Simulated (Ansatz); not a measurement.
# A defect in a wire: Mo wire along [100], 3 atoms a period, Fe in place of one Mo, part 2 of 4

Wanted: the relaxed defect and the transmission past it, beside the channels of the perfect wire.

Ansatz 0.2.0; DFT PBE, plane waves, PAW; relaxation of a wire's period (the session's first sound run).

So far. Step 2 (Relaxation of atoms and period): The cell's length comes to 2.514 Å with spin left out. That is -20 % against the start, more than a small adjustment.

### 3. Bands of the perfect wire

This step: DFT PBE, plane waves, PAW; channels and complex bands of a perfect wire (Ansatz 0.2.0).

At the relaxed period the Bloch states of the perfect wire are found at each energy: those that move forward count the open channels, and those that decay describe how a disturbance dies away inside the wire itself. An energy step of 0.035 eV is under the 0.039 eV that the program asks for its thermal average at 300 K.

input.yaml reads:

```yaml
crystal:
  lattice:
    - [9.96, 0.0, 0.0]
    - [0.0, 8.38, 0.0]
    - [0.0, 0.0, 2.5138620678]
  atoms:
    - { symbol: Mo, position: [0.5, 0.373677392, 0.0] }
    - { symbol: Mo, position: [0.378056669, 0.610297342, 0.5] }
    - { symbol: Mo, position: [0.621943331, 0.610297342, 0.5] }
kpoints:
  mp_grid: { grid: [1, 1, 32] }
scf:
  occupations: { method: fermi_dirac, width: 0.05 }
hamiltonian:
  xc: pbe
output:
  transmission:
    e_range: [-1.26, 1.26]
    de: 0.035
    kmesh: [1, 1]
    reduced_basis: true
    leads: [[0, 0]]
basis:
  ecutwfc: "350 eV"
```

Launch:

```sh
$ ansatz run input.yaml --threads 4 --pin off --max-ram 16384MiB --backend cpu --events-out ev --progress --plain --runs-dir out
```

Numbers of over 12 decimals in the logs are rounded to 6 here.

Log:

```text
Warning: basis.ecutwfc = 350 eV is below the records' recommended 420 eV, and the density's cutoff is lower with it unless basis.ecutrho_ratio is high enough to keep the records' density cutoff: compare with a run at a higher cutoff
[...]
Crystal: 3 atoms, lattice volume = 209.819 Å³
Basis set: ecut = 350 eV, 3101 PW (Γ)
Bands: 26, of which v1, the nominal top of the filled ones, is band 21 counted from 1 (20 counted from 0)
Symmetry: 4 space group operations
[...]
k-points: 17 of 32
[...]
SCF iter   1: F=—  HF=-14860.362312 eV  |F-HF|=—  |Δ(HF+E_count)|=         —  Δρ=1.04e-2  dr2=6.10e-1  ethr=1.77e-3  ⟨swp⟩=7.2  Hψ=2159  notcnv=0
[...]
SCF iter   9: F=-14860.330478 eV  HF=-14860.330478 eV  |F-HF|=4.98e-9  |Δ(HF+E_count)|=   4.77e-7  Δρ=4.74e-6  dr2=5.76e-8  ethr=2.38e-10  ⟨swp⟩=5.2  Hψ=1329  notcnv=0
SCF 1 converged in 9 iterations: F = -14860.330478 eV  dr2 = 5.76e-8
[...]
transmission: 3 of 18 steps passed
transmission: 6 of 18 steps passed
[...]
transmission: 18 of 18 steps passed
SCF converged after 9 iterations
Free energy (F): -14860.330478 eV
[...]
Internal energy: -14860.295504 eV  (E = F + TS)
E sigma→0 (E₀):  -14860.312991 eV
Entropy (-TS):   -0.034974 eV (-11.658 meV/atom)
Fermi energy:    1.594262 eV
[...]
--- Band table (eV; the first three rows and the last of 17) ---
  k-point 0: bands = [... 17 lower, -0.1642, -0.1083, 1.4682, 1.4753, 1.7908, 2.0675, 2.3626, 2.7887, ... 1 higher]
  k-point 1: bands = [... 17 lower, -0.1528, -0.0891, 1.4633, 1.4640, 1.6672, 2.0628, 2.4532, 2.7537, ... 1 higher]
  k-point 2: bands = [... 17 lower, -0.1182, -0.0305, 1.3542, 1.4412, 1.4812, 2.0456, 2.5936, 2.6683, ... 1 higher]
  k-point 16: bands = [... 17 lower, 0.5576, 0.7912, 1.6838, 2.4343, 2.9027, 3.0299, 3.5033, 3.5678, ... 1 higher]
--- Transmission ---
  basis      : 607 plane waves across, 3 finite elements along
  points     : 1, standing for a mesh of 1 x 1
  filling    : by the input's occupations and mesh, since the crystals that have channels conduct as metals do. If one of these is a semiconductor, that mesh has misplaced its level
  energies   : 73 from -1.260000 to 1.260000 eV about the Fermi level, 0.035000 eV apart; the leads are filled to 0.000000 eV, and channels, transmission and decay are at 0.000000 eV
  crystal 0  : Mo3, at the sites [0, 0], period 2.5139 Å: whole cells are its period
    offset         : up to 0.0000 Å between an atom of the period and one for which it stands
    filled         : 16.0 meV over the level at which it is neutral
    channels       : 4.000000e0 a spin
    conductance    : 4.0004e14 S/m² at 300 K; may be off by some 0.0 % by where its bands' edges are placed, 5.4 % from the distance to neutral
```

Elapsed: 51 s, on 4 threads of Arm Neoverse V1, shared host; peak memory 0.87 GiB; 3 min of CPU time.

Numbers from this step:

- energy at zero smearing: -14860.3130 eV
- channels at the energy nearest the Fermi level, one spin: 4
- conductance of the lead as this run defines it: 4.309 G₀
- band gap: 0 eV

Table of open channels of the lead, one spin by energy, zero at the Fermi level:

energy (eV), open channels of the lead, one spin and a bar from the least value:
```
   -1.190       4.00 #########
   -1.085       6.00 #################
   -1.015       3.00 ####
   -0.910       3.00 ####
   -0.805       3.00 ####
   -0.700       4.00 #########
   -0.595       6.00 #################
   -0.490       8.00 ##########################
   -0.385       8.00 ##########################
   -0.315       8.00 ##########################
   -0.210       8.00 ##########################
   -0.105       6.00 #################
    0.000       4.00 #########
    0.105       3.00 ####
    0.210       2.00 
    0.315       2.00 
    0.385       4.00 #########
    0.490       3.00 ####
    0.595       5.00 #############
    0.700       5.00 #############
    0.805       6.00 #################
    0.910       9.00 ##############################
    1.015       9.00 ##############################
    1.085       7.00 #####################
    1.190       5.00 #############
```

The slowest values at each energy, most degenerate partners merged, listed up to 1.5 1/Å. The Im kz of the slowest decaying states by energy, zero at the Fermi level:

| energy (eV) | decay 1 (Å⁻¹) | decay 2 (Å⁻¹) | decay 3 (Å⁻¹) | decay 4 (Å⁻¹) |
| --- | --- | --- | --- | --- |
| -1.26 | 0.305 | 0.309 | 0.341 | 0.757 |
| -1.16 | 0.0149 | 0.0432 | 0.301 | 0.302 |
| -1.05 | 0.0134 | 0.0566 | 0.254 | 0.298 |
| -0.94 | 0.0539 | 0.059 | 0.182 | 0.194 |
| -0.84 | 0.0526 | 0.0636 | 0.0994 | 0.260 |
| -0.77 | 0.0417 | 0.0632 | 0.274 | 0.298 |
| -0.67 | 0.0524 | 0.260 | 0.329 | 0.345 |
| -0.56 | 0.244 | 0.325 | 0.383 | 0.555 |
| -0.46 | 0.225 | 0.318 | 0.416 | 0.512 |
| -0.35 | 0.202 | 0.310 | 0.446 | 0.460 |
| -0.24 | 0.179 | 0.299 | 0.392 | 0.472 |
| -0.14 | 0.163 | 0.271 | 0.286 | 0.393 |
| -0.04 | 0.0194 | 0.154 | 0.216 | 0.270 |
| 0.00 | 0.0446 | 0.151 | 0.223 | 0.264 |
| 0.04 | 0.0584 | 0.148 | 0.227 | 0.257 |
| 0.14 | 0.073 | 0.0794 | 0.137 | 0.228 |
| 0.24 | 0.0432 | 0.0796 | 0.120 | 0.121 |
| 0.35 | 0.0699 | 0.0971 | 0.126 | 0.145 |
| 0.46 | 0.0576 | 0.0801 | 0.113 | 0.156 |
| 0.56 | 0.0793 | 0.118 | 0.156 | 0.238 |
| 0.67 | 0.0651 | 0.110 | 0.142 | 0.247 |
| 0.77 | 0.0836 | 0.102 | 0.237 | 0.287 |
| 0.84 | 0.225 | 0.286 | 0.300 | 0.644 |
| 0.94 | 0.00284 | 0.245 | 0.281 | 0.283 |
| 1.05 | 0.0319 | 0.255 | 0.271 | 0.274 |
| 1.16 | 0.0271 | 0.0654 | 0.200 | 0.258 |
| 1.26 | 0.0742 | 0.0998 | 0.238 | 0.269 |

By hand: the program gives 4.0004 × 10^14 S/m² over the cell's cross-section of 83.46 Å² = 8.346 × 10^-19 m², so one cell conducts 3.339 × 10^-4 S. Divided by G0 = 2e²/h = 7.748 × 10^-5 S this is 4.31 G0, a resistance of 2.99 kΩ.

At the computed energy nearest the Fermi level there are 4 channels a spin, and the thermal average gives 4.31 G₀.

### 4. Relaxing the junction

This step: DFT PBE, plane waves, PAW; relaxation of a junction in a wire, ends held (Ansatz 0.2.0).

System of this step: Mo wire along [100], 3 atoms a period, Fe in place of one Mo. The cell holds 27 atoms: 26 Mo and 1 Fe. Its edges and angles: a = 9.960 Å, b = 8.380 Å, c = 22.625 Å, α = 90.0°, β = 90.0°, γ = 90.0°. Regions: held atoms, 18 atoms (18 Mo); free atoms, 9 atoms (8 Mo and 1 Fe). Vacuum lies along a and b. The structure's axis is c.

9 atoms at the defect are free to relax, while 18 stay where the perfect wire has them, so that the ends still repeat as a lead. The cutoff is set under the files' recommended one to save time.

input.yaml reads:

```yaml
crystal:
  lattice:
    - [9.96, 0.0, 0.0]
    - [0.0, 8.38, 0.0]
    - [0.0, 0.0, 22.6247586103]
  atoms:
    - { symbol: Mo, position: [0.5, 0.373677392, 0.0] }
    - { symbol: Mo, position: [0.378056669, 0.610297342, 0.055555556] }
    - { symbol: Mo, position: [0.621943331, 0.610297342, 0.055555556] }
    - { symbol: Mo, position: [0.5, 0.373677392, 0.111111111] }
    - { symbol: Mo, position: [0.378056669, 0.610297342, 0.166666667] }
    - { symbol: Mo, position: [0.621943331, 0.610297342, 0.166666667] }
    - { symbol: Mo, position: [0.5, 0.373677392, 0.222222222] }
    - { symbol: Mo, position: [0.378056669, 0.610297342, 0.277777778] }
    - { symbol: Mo, position: [0.621943331, 0.610297342, 0.277777778] }
    - { symbol: Mo, position: [0.5, 0.373677392, 0.333333333] }
    - { symbol: Mo, position: [0.378056669, 0.610297342, 0.388888889] }
    - { symbol: Mo, position: [0.621943331, 0.610297342, 0.388888889] }
    - { symbol: Mo, position: [0.5, 0.373677392, 0.444444444] }
    - { symbol: Fe, position: [0.378056669, 0.610297342, 0.5], spin: 3.0 }
    - { symbol: Mo, position: [0.621943331, 0.610297342, 0.5] }
    - { symbol: Mo, position: [0.5, 0.373677392, 0.555555556] }
    - { symbol: Mo, position: [0.378056669, 0.610297342, 0.611111111] }
    - { symbol: Mo, position: [0.621943331, 0.610297342, 0.611111111] }
    - { symbol: Mo, position: [0.5, 0.373677392, 0.666666667] }
    - { symbol: Mo, position: [0.378056669, 0.610297342, 0.722222222] }
    - { symbol: Mo, position: [0.621943331, 0.610297342, 0.722222222] }
    - { symbol: Mo, position: [0.5, 0.373677392, 0.777777778] }
    - { symbol: Mo, position: [0.378056669, 0.610297342, 0.833333333] }
    - { symbol: Mo, position: [0.621943331, 0.610297342, 0.833333333] }
    - { symbol: Mo, position: [0.5, 0.373677392, 0.888888889] }
    - { symbol: Mo, position: [0.378056669, 0.610297342, 0.944444444] }
    - { symbol: Mo, position: [0.621943331, 0.610297342, 0.944444444] }
magnetization:
  spin_polarized: true
kpoints:
  mp_grid: { grid: [1, 1, 2] }
scf:
  occupations: { method: fermi_dirac, width: 0.1 }
hamiltonian:
  xc: pbe
relax:
  constraints:
    - { sites: [0, 1, 2, 3, 4, 5, 6, 7, 8, 18, 19, 20, 21, 22, 23, 24, 25, 26] }
  f_tol: 0.06
  max_steps: 35
basis:
  ecutwfc: "350 eV"
```

Log:

```text
[...]
Warning: crystal.symmetry: narrowed to the stabiliser of the relax constraints — unitary ops 2 → 1; lowered at sites 9, 18 (the operations that carried what is held of a site onto what its image site leaves free; the constrained walk keeps no symmetry that its constraints do not admit)
[...]
Crystal: 27 atoms, lattice volume = 1888.371 Å³
Basis set: ecut = 350 eV, 28075 PW (Γ), exchange–correlation on 128×108×288 points (8 copies of the dense FFT grid, shifted against one another)
Bands: 230, of which v1, the nominal top of the filled ones, is band 190 counted from 1 (189 counted from 0)
Symmetry: 1 space group operations
k-points: 2
[...]
Starting moments: Σ|m| = 3 μB on 1 of 27 sites
[...]
SCF iter   1: F=—  HF=-133295.896043 eV  |F-HF|=—  |Δ(HF+E_count)|=         —  Δρ=2.35e-2 (↑2.33e-2 ↓2.35e-2)  dr2=1.25e2  dr2_m=8.10e-2  M=2.608 μB ∫|m|=3.613 μB  β_m=0.30  ethr=3.10e-3  ⟨swp⟩=8.5  Hψ=3884  notcnv=0
[...]
spin=Collinear: LDOS preconditioning applied to the charge; magnetization (m = ρ↑ − ρ↓) channel mixes plain (no charge-response kernel on spin).
SCF iter   2: F=—  HF=-133272.186998 eV  |F-HF|=—  |Δ(HF+E_count)|=    2.37e1  Δρ=1.32e-2 (↑1.30e-2 ↓1.32e-2)  dr2=2.23e1  dr2_m=5.55e-2  M=2.279 μB ∫|m|=3.777 μB  β_m=0.39  ethr=3.10e-3  ⟨swp⟩=3.0  Hψ=2178  notcnv=0
[...]
SCF iter  13: F=-133268.405822 eV  HF=-133268.405831 eV  |F-HF|=8.52e-6  |Δ(HF+E_count)|=   6.02e-6  Δρ=1.50e-5 (↑5.55e-6 ↓1.50e-5)  dr2=9.84e-6  dr2_m=9.55e-7  M=1.323 μB ∫|m|=4.380 μB  ethr=1.84e-8  ⟨swp⟩=2.0  Hψ=2779  notcnv=0
SCF 1 converged in 13 iterations: F = -133268.405822 eV  dr2 = 9.84e-6
[...]
relax step   1: F+E_penalty+E_count = -133268.40582233 eV  Δ(F+E_penalty+E_count) = +0.000e0 eV  max|allowed force component| = 7.891e-1 eV/Å  Δτ_max = 0.0000 Å  (13 SCF iters, dr2 threshold 9.00e-5 eV, accepted)
[...]
Starting moments: Σ|m| = 3 μB on 1 of 27 sites; this step starts from the density that it was given
[...]
SCF iter   1: F=—  HF=-133268.548697 eV  |F-HF|=—  |Δ(HF+E_count)|=         —  Δρ=3.04e-3 (↑2.51e-3 ↓3.04e-3)  dr2=5.57e-1  dr2_m=7.72e-2  M=1.274 μB ∫|m|=4.083 μB  β_m=0.30  ethr=1.22e-4  ⟨swp⟩=1.8  Hψ=3020  notcnv=0
eigensolver tolerance schedule calibrated: the retry pair's looser diagonalisation under-reported the residual by θ = 0.16 (0.12/decade); ethr = c·dr2/N_el runs at the constant in force after the calibration composes with the one it found (an armed cap, an earlier calibration), c = 7.3e-2
[...]
SCF iter   2: F=—  HF=-133268.537232 eV  |F-HF|=—  |Δ(HF+E_count)|=   1.15e-2  Δρ=2.12e-3 (↑1.77e-3 ↓2.12e-3)  dr2=1.45e-1  dr2_m=4.41e-2  M=1.267 μB ∫|m|=4.050 μB  β_m=0.52  ethr=1.06e-4  ⟨swp⟩=1.8  Hψ=1128  notcnv=0
[...]
SCF iter   9: F=-133268.558252 eV  HF=-133268.558256 eV  |F-HF|=4.25e-6  |Δ(HF+E_count)|=   1.67e-5  Δρ=1.45e-5 (↑1.45e-5 ↓1.32e-5)  dr2=7.98e-6  dr2_m=2.64e-6  M=1.344 μB ∫|m|=3.703 μB  ethr=2.06e-9  ⟨swp⟩=1.2  Hψ=3055  notcnv=0
SCF 2 converged in 9 iterations: F = -133268.558252 eV  dr2 = 7.98e-6
relax step   2: F+E_penalty+E_count = -133268.55825220 eV  Δ(F+E_penalty+E_count) = -1.524e-1 eV  max|allowed force component| = 6.758e-1 eV/Å  Δτ_max = 0.1036 Å  (9 SCF iters, dr2 threshold 3.89e-5 eV, accepted)
[...]
SCF iter  10: F=-133268.818081 eV  HF=-133268.818096 eV  |F-HF|=1.45e-5  |Δ(HF+E_count)|=   3.15e-5  Δρ=1.70e-5 (↑1.70e-5 ↓1.55e-5)  dr2=1.92e-5  dr2_m=1.98e-6  M=1.880 μB ∫|m|=3.733 μB  ethr=2.90e-9  ⟨swp⟩=1.5  Hψ=3076  notcnv=0
SCF 3 converged in 10 iterations: F = -133268.818081 eV  dr2 = 1.92e-5
relax step   3: F+E_penalty+E_count = -133268.81808115 eV  Δ(F+E_penalty+E_count) = -2.598e-1 eV  max|allowed force component| = 5.393e-1 eV/Å  Δτ_max = 0.1980 Å  (10 SCF iters, dr2 threshold 2.85e-5 eV, accepted)
[... from here on, the SCF cycles and remarks between the steps are left out ...]
relax step   4: F+E_penalty+E_count = -133269.14710823 eV  Δ(F+E_penalty+E_count) = -3.290e-1 eV  max|allowed force component| = 6.894e-1 eV/Å  Δτ_max = 0.1975 Å  (10 SCF iters, dr2 threshold 1.00e-4 eV, accepted)
relax step   5: F+E_penalty+E_count = -133269.38958400 eV  Δ(F+E_penalty+E_count) = -2.425e-1 eV  max|allowed force component| = 3.612e-1 eV/Å  Δτ_max = 0.1937 Å  (9 SCF iters, dr2 threshold 1.00e-4 eV, accepted)
relax step   6: F+E_penalty+E_count = -133269.53222177 eV  Δ(F+E_penalty+E_count) = -1.426e-1 eV  max|allowed force component| = 3.942e-1 eV/Å  Δτ_max = 0.1949 Å  (8 SCF iters, dr2 threshold 3.58e-5 eV, accepted)
relax step   7: F+E_penalty+E_count = -133269.61726250 eV  Δ(F+E_penalty+E_count) = -8.504e-2 eV  max|allowed force component| = 3.415e-1 eV/Å  Δτ_max = 0.2000 Å  (8 SCF iters, dr2 threshold 4.27e-5 eV, accepted)
relax step   8: F+E_penalty+E_count = -133269.64459415 eV  Δ(F+E_penalty+E_count) = -2.733e-2 eV  max|allowed force component| = 2.250e-1 eV/Å  Δτ_max = 0.1008 Å  (7 SCF iters, dr2 threshold 8.75e-5 eV, accepted)
relax step   9: F+E_penalty+E_count = -133269.66955068 eV  Δ(F+E_penalty+E_count) = -2.496e-2 eV  max|allowed force component| = 2.234e-1 eV/Å  Δτ_max = 0.1734 Å  (9 SCF iters, dr2 threshold 2.20e-5 eV, accepted)
relax step  10: F+E_penalty+E_count = -133269.68819053 eV  Δ(F+E_penalty+E_count) = -1.864e-2 eV  max|allowed force component| = 1.902e-1 eV/Å  Δτ_max = 0.1601 Å  (8 SCF iters, dr2 threshold 2.17e-5 eV, accepted)
relax step  11: F+E_penalty+E_count = -133269.70723514 eV  Δ(F+E_penalty+E_count) = -1.904e-2 eV  max|allowed force component| = 1.213e-1 eV/Å  Δτ_max = 0.0949 Å  (8 SCF iters, dr2 threshold 2.62e-5 eV, accepted)
relax step  12: F+E_penalty+E_count = -133269.71718334 eV  Δ(F+E_penalty+E_count) = -9.948e-3 eV  max|allowed force component| = 1.473e-1 eV/Å  Δτ_max = 0.1363 Å  (10 SCF iters, dr2 threshold 5.98e-6 eV, accepted)
relax step  13: F+E_penalty+E_count = -133269.65992645 eV  Δ(F+E_penalty+E_count) = +5.726e-2 eV  max|allowed force component| = 3.603e-1 eV/Å  Δτ_max = 0.2000 Å  (9 SCF iters, dr2 threshold 8.81e-6 eV, rejected (line search))
SCF iter   1: F=—  HF=-133269.738824 eV  |F-HF|=—  |Δ(HF+E_count)|=         —  Δρ=4.04e-3 (↑3.45e-3 ↓4.04e-3)  dr2=1.76e0  dr2_m=7.95e-2  M=2.254 μB ∫|m|=4.104 μB  β_m=0.30  ethr=2.47e-3  ⟨swp⟩=3.2  Hψ=1827  notcnv=0
[...]
SCF iter  14: F=-133269.724437 eV  HF=-133269.724437 eV  |F-HF|=3.36e-8  |Δ(HF+E_count)|=   5.23e-8  Δρ=9.03e-7 (↑8.15e-7 ↓9.03e-7)  dr2=4.59e-8  dr2_m=6.15e-9  M=2.311 μB ∫|m|=4.171 μB  ethr=1.66e-11  ⟨swp⟩=1.0  Hψ=3229  notcnv=0
SCF 14 converged in 14 iterations: F = -133269.724437 eV  dr2 = 4.59e-8
relax step  14: F+E_penalty+E_count = -133269.72443697 eV  Δ(F+E_penalty+E_count) = -7.254e-3 eV  max|allowed force component| = 4.367e-2 eV/Å  Δτ_max = 0.0476 Å  (14 SCF iters, accepted)
SCF converged after 14 iterations
Magnetization: 2.3109 μB (191.1555 up, 188.8445 down)
Absolute magnetization: 4.2203 μB (∫|ρ↑−ρ↓|, with the PAW one-centre terms)
[...]
Per-site moments (μB) at R_I (Å): [(0.00606772, 1.036968), (-0.00566671, 1.002008350827), (0.00483804, 1.002008350827), (-0.000423048, 1.036968), (0.00786109, 1.002008350827), (-0.00440286, 1.002008350827), (-0.0035791, 0.983243), (-0.013596, 1.002008350827), (0.012310, 1.002008350827), (-0.00823228, 0.983243), (-0.071161, 0.953933), (-0.00238649, 0.953933), (-0.012216, 0.998693), (2.409365, 0.969557), (-0.023802, 0. [...]
Free energy (F): -133269.724437 eV
[...]
Internal energy: -133268.470059 eV  (E = F + TS)
E sigma→0 (E₀):  -133269.097248 eV
Entropy (-TS):   -1.254378 eV (-46.458 meV/atom)
Fermi energy:    1.677778 eV
[...]
--- Forces (eV/Å), atoms counted from 1 ---
  atom   1  Mo     0.04918430     0.02925826     0.07347361
  atom   2  Mo     0.16901782    -0.03606783     0.15569039
  atom   3  Mo    -0.23032065    -0.07511220     0.16661695
  atom   4  Mo    -0.07415151    -0.03615063    -0.21003282
  atom   5  Mo    -0.00919451    -0.11083767     0.25595901
  atom   6  Mo     0.08942035    -0.11003498    -0.06326720
  atom   7  Mo     0.03813082    -0.29946088    -1.09759721
  atom   8  Mo     0.33656348     0.15721342     0.78958175
  atom   9  Mo    -0.42658206     0.27468847     1.29478110
  atom  10  Mo    -0.01202531     0.03050646     0.01586177
  atom  11  Mo    -0.00368840    -0.01033471    -0.01402505
  atom  12  Mo     0.00912786    -0.01711325    -0.00867665
  atom  13  Mo     0.00435826    -0.01402695    -0.01478892
  atom  14  Fe    -0.00246725     0.02085379    -0.00866902
  atom  15  Mo    -0.02228760    -0.00262850     0.00124968
  atom  16  Mo     0.04366730    -0.01908704    -0.02994797
  atom  17  Mo    -0.01577378     0.03687281     0.00972731
  atom  18  Mo     0.01623519    -0.00813134    -0.00973068
  atom  19  Mo     0.26277086     0.80279466     0.26664100
  atom  20  Mo     0.52593914    -0.15162127    -0.77505178
  atom  21  Mo    -0.78324238    -0.27366203    -0.80856588
  atom  22  Mo    -0.12328051    -0.09347550     0.37666267
  atom  23  Mo     0.11369629    -0.00550803    -0.16961158
  atom  24  Mo     0.08362232    -0.05160009     0.14002459
  atom  25  Mo    -0.02069841     0.00281119     0.11227026
  atom  26  Mo     0.13613609    -0.00900152    -0.20282949
  atom  27  Mo    -0.15411658    -0.03115821    -0.24572918
  max |Σ_I F_I| component: 4.11e-5 eV/Å
--- Relaxed structure (14 steps of the walk, 13 accepted, 0 SCFs on fresh bases) ---
  F+E_penalty+E_count = -133269.72443697 eV   max|allowed force component| = 4.367e-2 eV/Å
  atoms:
    - { symbol: Mo, position: [0.5, 0.373677, 0.0] }
    - { symbol: Mo, position: [0.378056669, 0.610297342, 0.055555556] }
    - { symbol: Mo, position: [0.621943331, 0.610297342, 0.055555556] }
    - { symbol: Mo, position: [0.5, 0.373677, 0.111111111] }
    - { symbol: Mo, position: [0.378056669, 0.610297342, 0.166666667] }
    - { symbol: Mo, position: [0.621943331, 0.610297342, 0.166666667] }
    - { symbol: Mo, position: [0.5, 0.373677, 0.222222222] }
    - { symbol: Mo, position: [0.378056669, 0.610297342, 0.277777778] }
    - { symbol: Mo, position: [0.621943331, 0.610297342, 0.277777778] }
    - { symbol: Mo, position: [0.511559, 0.383755, 0.327387] }
    - { symbol: Mo, position: [0.457020, 0.631305, 0.400179] }
    - { symbol: Mo, position: [0.683979, 0.573547, 0.397471] }
    - { symbol: Mo, position: [0.544411, 0.365321, 0.439038] }
    - { symbol: Fe, position: [0.376765, 0.513794, 0.509483] }
    - { symbol: Mo, position: [0.589320, 0.635559, 0.507764] }
    - { symbol: Mo, position: [0.558461, 0.359260, 0.556756] }
    - { symbol: Mo, position: [0.470712, 0.645407, 0.609173] }
    - { symbol: Mo, position: [0.693737, 0.557823, 0.611489] }
    - { symbol: Mo, position: [0.5, 0.373677, 0.666666667] }
    - { symbol: Mo, position: [0.378056669, 0.610297342, 0.722222222] }
    - { symbol: Mo, position: [0.621943331, 0.610297342, 0.722222222] }
    - { symbol: Mo, position: [0.5, 0.373677, 0.777777778] }
    - { symbol: Mo, position: [0.378056669, 0.610297342, 0.833333333] }
    - { symbol: Mo, position: [0.621943331, 0.610297342, 0.833333333] }
    - { symbol: Mo, position: [0.5, 0.373677, 0.888888889] }
    - { symbol: Mo, position: [0.378056669, 0.610297342, 0.944444444] }
    - { symbol: Mo, position: [0.621943331, 0.610297342, 0.944444444] }
```

The job ended after 9.2 min (4 threads; peak memory 4.8 GiB).

(Part 2 of 4 ends here.)

[Logs are printed without paths, hosts, clocks, repeated set-up lines and the standing remarks that a program may print on its own settings, such as how far it seeks lower states.]

[Hosts, paths, dates, database ids (printed as entryN), source tags and the programs' standing remarks are cut or masked in the printed files.]
